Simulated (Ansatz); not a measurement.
## Notes on Ga

```yaml
crystal:
  lattice:
    - [1.99328, 3.82848, -0.08843]
    - [-2.10515, 3.89307, -0.04842]
    - [-0.03830, -0.07564, 3.88856]
  atoms:
    - { symbol: Ga, position: [0.27548, 0.32769, 0.50477] }
    - { symbol: Ga, position: [0.62321, 0.69590, 0.48277] }
```

Level: r2SCAN, no spin polarisation; 500 eV; 5×5×5 (shifted by 0.5, 0, 0 steps) mesh; fermi-dirac occupations (width 0.1 eV); Ansatz 0.2.0, fixed geometry.

Problem. Which atom feels the largest force, and which way?

Solution. The largest is on Ga1 (and as large on other atoms): 1.41 eV/Å, components (-0.04, 1.41, -0.03). It makes 121° with the line to a nearest neighbour, Ga2 at 2.32 Å.

Problem. Is there a gap?

Solution. It is a metal, with about 1.3 states/eV a cell as the mean within 0.25 eV of the Fermi level, mostly Ga p (93 %).

Problem. Is the cell too large or too small?

Solution. The pressure is 0.6 GPa (compression positive), so with the atoms held at these fractions the cell would first expand; the forces are large, so a full relaxation may end otherwise. The principal stresses -5.6, -4.0, 11.3 GPa differ, so its shape would change too.

Problem. Describe some of the short contacts.

Solution. Ga–Ga at 2.32 Å: least valence density 0.51 e/Å³ and ELF 0.61 there. Both are smooth PAW fields, read partly inside the augmentation spheres.

Origin: a cell with a point defect, so it need not be a known compound. Caveats: the k mesh is coarse if the cell is a metal.
